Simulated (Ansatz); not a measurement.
**TaN (P-62m), a film clamped to a substrate**

Level of theory: DFT r2SCAN, scalar-relativistic, plane waves, PAW in Ansatz 0.2.0. Cutoff 500 eV, Γ-centred 12×12×16 k-points, Gaussian smearing of 0.15 eV. Spin–orbit coupling is left out, which matters for the heavy elements here. No spin polarisation. Energies are free energies at this smearing, counted from the undisturbed cell; pressure is positive in compression.

Zero of the scan (relaxed at this level):

```
Ta N
1.0
     5.19963    0.00000    0.00000
    -2.59981    4.50301    0.00000
     0.00000    0.00000    2.91036
Ta N
3 3
Direct
  0.33333 0.66667 0.50000
  0.66667 0.33333 0.50000
  0.00000 0.00000 0.00000
  0.39241 0.00000 0.00000
  0.60759 0.60759 0.00000
  0.00000 0.39241 0.00000
```

The cell (6 atoms, V0 = 68.14 Å³) is strained by p along both x and y and by q along z, fractional coordinates fixed. τp = (1/V0) ∂E/∂p = (σxx + σyy)(1 + p)(1 + q) and τq = (1/V0) ∂E/∂q = σzz(1 + p)², with tension positive.

```csv
p,q,ΔE (meV/atom),τp (GPa),τq (GPa)
0.000,0.000,0.00,-0.19,0.21
-0.050,0.000,165.74,-99.42,-20.00
0.050,0.000,126.64,67.02,13.97
0.000,-0.050,69.71,-18.45,-41.88
0.000,0.050,55.85,15.11,29.35
```

Question: Get the second derivatives of the energy density.

Answer: Central differences give A = ∂τp/∂p = 1664 GPa (C11 + C22 + 2 C12), C = ∂τq/∂q = 712 GPa (C33) and the cross term B = ∂τq/∂p = 340 GPa (C13 + C23); ∂τp/∂q = 336 GPa must equal B, and any difference shows higher-order terms. Steps this large leave an error of some per cent of A or C in all of these, which can swamp a small B. The ions are clamped.

Question: A film of this crystal grows with z along the normal on a substrate that imposes p. How does its thickness respond, and what does the misfit cost?

Answer: Count p and q from the stress-free cell. A free surface needs τq = 0, so q = −(B/C) p = -0.48 p. The energy density left is (A − B²/C) p²/2 = M p², with the biaxial modulus M = 751 GPa; a misfit of 1 % costs 5.32 meV/atom, against 5.90 meV/atom if the thickness were held.

At p = 0.050 the energies along q are 141.7 (q = -0.050), 126.6 (q = 0.000), 226.8 (q = 0.050) meV/atom.

Question: Does the linear rule hold at this misfit?

Answer: A parabola through the lowest point and its neighbours has its minimum at q = -0.018, 118.8 meV/atom. With the stress left in the starting cell, τp0 and τq0, linear elasticity gives q = −(τq0 + Bp)/C = -0.024 and E = V0(τp0 p + τq0 q + Ap²/2 + Bpq + Cq²/2)/N = 132.1 meV/atom. The energies differ by more than a tenth, so the quadratic law fails here: the gap holds the anharmonic part, with some error from the wide steps. Cubic terms also shift the vertex of so wide a parabola.

Forces appear on the atoms along this scan, and letting them relax would lower the energy and soften the response. In a metal these slopes depend on the k mesh and the smearing.

The film resists misfit mainly through its in-plane stiffness: freeing the thickness lowers the cost of a 1 % misfit only from 5.90 to 5.32 meV/atom. The thickness response of -0.48 is far from what constant volume would require, so in-plane tension expands the cell. This fits a nitride held together by directional Ta 5d–N 2p bonds, which resist angular distortion as well as stretching, with metallic Ta–Ta bonding probably contributing.

Compression costs more than equal tension along both strain directions, as expected when short-range repulsion steepens while stretched bonds weaken. The same asymmetry explains why the quadratic law overestimates the energy of the stretched film, 132.1 against 118.8 meV/atom; for compressive misfit it would probably err the other way.

The larger value of A compared with C is no measure of elastic anisotropy, because p strains two axes at once. Nor can equal strain along x and y separate C11 from C12, so the resistance to in-plane shear, and with it any inference about hardness, remains open.
